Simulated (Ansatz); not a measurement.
## Structure types of FeGe compared at -1.9 GPa

Structure types of FeGe are relaxed in primitive cells with their symmetry kept at -1.9 GPa on PAW files, and LAPW takes those cells. The enthalpy is E + pV at zero temperature, without zero-point motion. Only the types listed were tried, and differences under about 5 meV/atom are mesh noise. The real phase may be another.

All numbers are PBE results (scalar-relativistic) from Ansatz 0.2.0, with Fermi–Dirac smearing of 0.05 eV, spin-polarised from start moments Fe1 2.5 μB. Methods: LAPW: all electrons, basis error target 0.5 meV/atom; PAW: frozen-core files, cutoff 420 eV.

k meshes: rocksalt 14×14×14, CsCl 14×14×14, zincblende 12×12×12, NiAs 10×10×6.

Other magnetic orders may lie lower.

Task: Which type is lowest in enthalpy, and by how much?

Result: NiAs, 14 meV/atom below CsCl. The whole table:

| start type | ends as | a, b, c (Å) | V (Å³/atom) | H − H(lowest), LAPW (meV/atom) | same, PAW | moment (μB/atom) |
| --- | --- | --- | --- | --- | --- | --- |
| rocksalt | rocksalt, Fm-3m | 4.983, 4.983, 4.983 | 15.47 | 334.8 | 335.0 | 1.10 |
| CsCl | CsCl, Pm-3m | 2.903, 2.903, 2.903 | 12.23 | 13.8 | 11.9 | 0.00 |
| zincblende | zincblende, F-43m | 5.502, 5.502, 5.502 | 20.82 | 678.5 | 678.9 | 1.06 |
| NiAs | NiAs, P6_3/mmc | 3.672, 3.672, 5.046 | 14.73 | 0.0 | 0.0 | 0.76 |

Task: Would CsCl gain on NiAs at higher pressure?

Result: Yes: dH/dp = V, and its volume is smaller by 2.50 Å³/atom. Held constant, that would close the gap after about 0.88 GPa more, a rough figure, since the volume difference changes with pressure.
